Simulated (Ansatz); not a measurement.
# InSb: electron density at the nuclei under pressure

```
CELL_PARAMETERS angstrom
0.00000 3.23910 3.23910
3.23910 0.00000 3.23910
3.23910 3.23910 0.00000
ATOMIC_POSITIONS crystal
In 0.00000 0.00000 0.00000
Sb 0.75000 0.75000 0.75000
```

Atom numbers follow the list: In1, Sb2.

The cell is COD entry 9008853, as deposited and not checked against the literature; nothing was relaxed.

Spin–orbit coupling is left out, though it moves levels of the heavy atoms by tenths of an eV or more.

Level of theory: DFT, LDA, all-electron PAW with datasets made for the crystal, scalar-relativistic (Ansatz 0.2.0).

Numerical set-up: a Γ-centred 10×10×10 k mesh, Fermi–Dirac smearing of 0.03 eV, cutoff 240 eV (chosen by the program for this cell), no spin polarisation.

The contact density is the mean electron density over the nuclear volume; its changes set Mössbauer isomer shifts. Changes below are taken from the unscaled cell, where it is 1.1284e+06 e/Å³ at In1, 1.34458e+06 e/Å³ at Sb2.

```tsv
V/V(cell)	P (GPa)	Δρ(0) In1 (e/Å³)	Δρ(0) Sb2 (e/Å³)
0.9400	2.6	-2.58	-5.59
0.9405	2.5	-2.57	-5.54
0.9600	1.4	-1.81	-3.73
0.9800	0.3	-0.92	-1.82
0.9900	-0.1	?	-0.91
1.0000	-0.6	0.00	0.00
1.0100	-1.0	0.48	0.90
1.0200	-1.4	0.97	?
1.0400	-2.1	2.00	?
1.0600	-2.8	3.09	5.33
```

Question: Give the missing entry: row "1.0200", column "Δρ(0) Sb2 (e/Å³)".

Answer: 1.80.

Question: Give the missing entry: row "0.9900", column "Δρ(0) In1 (e/Å³)".

Answer: -0.47.

Question: What belongs in the row "1.0400", column "Δρ(0) Sb2 (e/Å³)"?

Answer: 3.58.

The datasets are made afresh for each cell, so very small changes are uncertain. Scalar relativity leaves out the p1/2 density at heavy nuclei.
